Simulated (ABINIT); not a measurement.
HfN:

```
CELL_PARAMETERS angstrom
0.00000 2.25600 2.25600
2.25600 0.00000 2.25600
2.25600 2.25600 0.00000
ATOMIC_POSITIONS crystal
Hf 0.00000 0.00000 0.00000
N 0.50000 0.50000 0.50000
```

Base run:

| Quantity | Value |
| --- | --- |
| Program | ABINIT 10.8.3 (patched build) |
| Functional | BP86 |
| Potentials or basis | JTH PAW PBE v2.0 |
| Cutoff | 707 eV |
| k mesh | 10 × 10 × 10 |
| Occupations | fermi-dirac, width 0.05 eV |
| Spin | no spin polarisation |

Its results: band gap on the k mesh none (metal or under the smearing width); pressure 5.5 GPa.

Task: After a change of settings the same cell gave: band gap on the k mesh none (metal or under the smearing width); pressure -3.3 GPa. Which change was it?
A. functional from BP86 to PBEsol
B. functional from BP86 to rPW86PBE; spin from no spin polarisation to spin-orbit coupling, no magnetisation
C. functional from BP86 to BLYP; spin from no spin polarisation to spin-orbit coupling, no magnetisation
D. functional from BP86 to AM05; spin from no spin polarisation to spin-orbit coupling, no magnetisation

Result: A.

Caveats: the PAW data sets were made with another functional, which shifts forces and pressure a little.

Not every run made on this cell is shown here.
